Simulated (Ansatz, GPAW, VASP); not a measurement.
## One calculation of GaSb, 4 ways

```
Sb Ga
1.0
     0.00000    3.05900    3.05900
     3.05900    0.00000    3.05900
     3.05900    3.05900    0.00000
Sb Ga
1 1
Cartesian
  4.5885 4.5885 4.5885
  0.0000 0.0000 0.0000
```

Alike in all runs: task single point; functional PBE; k mesh 8 × 8 × 8; occupations gaussian, width 0.015 eV; no spin polarisation; no spin-orbit coupling. Pressure is positive in compression and, in plane waves, holds the error of the finite cutoff, which Ansatz's Pulay term estimates and takes out.

| program and potentials | plane-wave cutoff (eV) | notes | band gap (eV) | pressure (GPa) |
| --- | --- | --- | --- | --- |
| Ansatz, Ansatz PAW | 420 | 14 valence electrons an atom on average; Pulay term of +0.04 GPa included | 0.03 | 2.29 |
| GPAW, GPAW PAW data sets (gpaw-data 1.2.1) | 600 | 9 valence electrons an atom on average | 0.09 | 2.31 |
| Ansatz, all-electron LAPW, scalar-relativistic | - | - | 0.04 | 2.29 |
| VASP, PBE PAW files Ga_d, Sb, 520 eV | 520 | 9 valence electrons an atom on average | 0.04 | 2.34 |

The band gap spans 0.03 (Ansatz, Ansatz PAW) to 0.09 eV (GPAW, GPAW PAW data sets (gpaw-data 1.2.1)), with all-electron results at 0.04. The pressure spans 2.29 (Ansatz, Ansatz PAW) to 2.34 GPa (VASP, PBE PAW files Ga_d, Sb, 520 eV), with all-electron results at 2.29. Spin-orbit coupling, left out here, moves the band edges of heavy atoms.

Differences between rows come from potentials, basis sets and numerical settings, since the functional is the same but for its coding. Runs on potential files found faulty are left out.
